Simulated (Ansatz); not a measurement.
Crystal: Cd.

```
CELL_PARAMETERS angstrom
-1.78432 1.78432 1.78432
1.78432 -1.78432 1.78432
1.78432 1.78432 -1.78432
ATOMIC_POSITIONS crystal
Cd 0.00000 0.00000 0.00000
```

This isn't the form of Cd at room conditions, which is hcp.

```yaml
Program: Ansatz 0.2.0
Task: relaxation of cell and atoms
Functional: PBEsol
Dispersion: D4
Potentials_or_basis: all-electron LAPW, scalar-relativistic
Basis_error_allowed: 0.001 eV/atom
k_mesh: 10 × 10 × 10
Occupations: methfessel-paxton, width 0.1 eV
Spin: no spin polarisation
```

At the start: volume 22.72 Å³/atom.

**Question.** Where does the relaxation end?

**Answer.** Over 5 steps the energy falls by 34.5 meV/atom and the volume is 20.60 Å³/atom (-9.4 %); space group Im-3m (No. 229, to 0.05 Å).

Step by step:
```csv
step,energy change (eV),largest force (eV/Å),volume (Å³)
1,0.0000,0.0000,22.72
2,-0.0342,0.0000,20.75
3,-0.0344,0.0000,20.53
4,-0.0345,0.0000,20.60
5,-0.0345,0.0000,20.60
```

Final structure:
```
Cd
1.0
    -1.72679    1.72679    1.72679
     1.72679   -1.72679    1.72679
     1.72679    1.72679   -1.72679
Cd
1
Direct
  0.00000 0.00000 0.00000
```
